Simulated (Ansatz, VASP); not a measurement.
# One calculation of MgO, two programs

The input POSCAR:

```
MgO
1.0
    0.0000000000      2.1351500000      2.1351500000
    2.1351500000      0.0000000000      2.1351500000
    2.1351500000      2.1351500000      0.0000000000
Mg O
1 1
Direct
    0.0000000000      0.0000000000      0.0000000000
    0.4853640259      0.4853640259      0.5146359741
```

File INCAR.step1:

```
SYSTEM = MgO
PREC = Accurate
ENCUT = 520
ISMEAR = 0
SIGMA = 0.05
LREAL = .False.
LASPH = .True.
NELM = 60
NBANDS = 11
GGA = PE
ALGO = Normal
EDIFF = 1E-4
LWAVE = .True.
LCHARG = .False.
```

The input INCAR.step2:

```
SYSTEM = MgO
PREC = Accurate
ENCUT = 520
EDIFF = 1E-6
ISMEAR = 0
SIGMA = 0.05
LREAL = .False.
LASPH = .True.
NELM = 60
ALGO = Normal
ISIF = 2
LWAVE = .False.
LCHARG = .False.
METAGGA = R2SCAN
LMIXTAU = .True.
NBANDS = 11
ISTART = 1
```

The input KPOINTS:

```
regular mesh
0
Gamma
  10 10 10
  0 0 0
```

Input for Ansatz:

```yaml
crystal:
  lattice:
    - [0.0, 2.13515, 2.13515]
    - [2.13515, 0.0, 2.13515]
    - [2.13515, 2.13515, 0.0]
  atoms:
    - { symbol: Mg, position: [0.0, 0.0, 0.0] }
    - { symbol: O, position: [0.4853640259, 0.4853640259, 0.5146359741] }
basis:
  ecutwfc: 500
kpoints:
  mp_grid: { grid: [10, 10, 10] }
hamiltonian:
  xc: r2scan
scf:
  occupations: { method: gaussian, width: 0.05 }
output:
  forces: true
  stress: true
  eigenvalues: true
```

Change from the starting cell: all O atoms moved +0.062 Å, as atom 2 towards its neighbour atom 1 (Mg) at 2.135 Å.

Alike in both runs: task single point; functional r2SCAN; k mesh 10 × 10 × 10; occupations gaussian, width 0.05 eV; no spin polarisation.

|  | VASP | Ansatz |
| --- | --- | --- |
| version | VASP 6.6.1 | Ansatz 0.2.0 |
| potentials or method | VASP PAW PBE potentials, release 64 (Mg, O) | scalar-relativistic, plane waves, PAW |
| plane-wave cutoff (eV) | 520 | 500 |
| valence electrons in the cell | 8 | 16 |

```csv
,VASP,Ansatz,Ansatz less VASP
gap on the k mesh at the Fermi level (eV),5.20,5.22,+0.025
least direct gap on the mesh (eV),5.20,5.22,+0.025
pressure (GPa),-7.8,-6.7,+1.11
largest component of the traceless stress (GPa),0.80,0.80,-0.005
rms of the force components (eV/Å),0.167,0.166,-0.0006
```

Atom by atom the forces differ by 0.001 eV/Å (rms over components). The two sets of potentials don't hold the same shells in valence.

Caveats: the PAW data sets were made with another functional, which shifts forces and pressure a little (VASP).
